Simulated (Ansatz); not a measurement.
Runs of Ansatz 0.2.0 on Si2W. Symmetry: I4/mmm, No. 139, tetragonal system. Conventional cell: a = 3.214 Å, b = 3.214 Å, c = 7.830 Å, α = 90.00°, β = 90.00°, γ = 90.00°. Around W (site symmetry 4/mmm) lie 10 Si at 2.62 Å. Around Si (site symmetry 4mm) lie 5 Si at 2.59 to 2.63 Å and 5 W at 2.62 Å. 

| task | level | cutoff (eV) | basis error allowed | gap on the mesh (eV) | pressure (GPa) | V0 of scaled cells (Å³/atom) | B0 (GPa) | largest force (eV/Å) |
| --- | --- | --- | --- | --- | --- | --- | --- | --- |
| single point | PBE | 239 | 0.001 eV/atom | none | 3.3 | - | - | 0.07 |
| equation of state | PBEsol | - | 0.001 eV/atom | - | - | 13.36 | 234 | - |
| equation of state | PBE | - | 0.001 eV/atom | - | - | 13.67 | (b) | - |
| equation of state | LDA | - | 0.002 eV/atom | - | - | 13.14 | 241 | - |
| band structure | LDA | 218 | 0.002 eV/atom | - | (a) | - | - | 0.05 |
| single point | PBEsol | 239 | 0.001 eV/atom | none | -2.0 | - | - | 0.02 |
| equation of state | PBEsol | - | 0.002 eV/atom | - | - | 13.36 | 234 | - |
| band structure | PBEsol | 218 | 0.002 eV/atom | - | -2.0 | - | - | 0.02 |
| band structure | PBE | 218 | 0.002 eV/atom | - | 3.3 | - | - | 0.07 |

Alike in all rows: potentials or basis all-electron LAPW, scalar-relativistic; no spin polarisation; cell as given; k mesh 12 × 12 × 12; smearing fermi-dirac 0.05 eV.

**Question.** Estimate the missing entries.

**Answer.** (a) -5.8; (b) 220.

Caveats: the cell was scaled at fixed shape and fractional positions, which overstates the stiffness of a crystal with free parameters, most of all of layers and chains (some runs).

A k mesh can miss the band edges, and the runs leave out spin-orbit coupling on W.

A gap of «none» marks a metal or a gap under the smearing width.

Not every run made on this cell is shown here.
